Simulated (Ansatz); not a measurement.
The system is Pb.

```xyz
2
Lattice="3.4800 0.0000 0.0000 -1.7400 3.0138 0.0000 0.0000 0.0000 5.5900" Properties=species:S:1:pos:R:3 pbc="T T T"
Pb    1.7400    1.0046    4.1925
Pb    0.0000    2.0092    1.3975
```

This isn't the form of Pb at room conditions, which is fcc.

Base run:

| Quantity | Value |
| --- | --- |
| Program | Ansatz 0.2.0 |
| Functional | PBE |
| Potentials or basis | all-electron LAPW, scalar-relativistic |
| Cutoff | 161 eV (chosen from the basis error) |
| Basis error allowed | 0.001 eV/atom |
| k mesh | 9 × 9 × 5 |
| Occupations | fermi-dirac, width 0.05 eV |
| Spin | no spin polarisation |

Its results: pressure 4.1 GPa.

Question: The run is repeated on the same cell with these changes: functional from PBE to LDA. What comes out?

Answer: Pressure -0.6 GPa.

LDA binds more tightly than PBE, so the same cell stands under less pressure.
